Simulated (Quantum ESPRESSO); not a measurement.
PbSe (Clausthalite):

```
CELL_PARAMETERS angstrom
0.00000 3.06065 3.06065
3.06065 0.00000 3.06065
3.06065 3.06065 0.00000
ATOMIC_POSITIONS crystal
Pb 0.00000 0.00000 0.00000
Se 0.50000 0.50000 0.50000
```

Program: Quantum ESPRESSO 7.5. Alike in all runs: task dielectric tensor; no spin polarisation; cell as given; k mesh 6 × 6 × 6, shifted; cutoff (eV) 612; smearing fermi-dirac 0.05 eV.

Problem. Order these runs on this cell by their pressure, lowest first.
A. level PBE; potentials or basis GBRV 1.5 PBE
B. level LDA; potentials or basis GBRV 1.5 LDA; form of the LDA correlation PZ81
C. level BLYP; potentials or basis GBRV 1.5 PBE
D. level PBEsol; potentials or basis GBRV 1.5 PBEsol

Solution. B (-2.3 GPa), D (-0.6 GPa), A (2.3 GPa), C (5.8 GPa).

Caveats: the potentials were made for another functional, which shifts forces and pressure (some runs); the cell is more than 3 GPa from zero pressure, which shifts response properties (some runs).
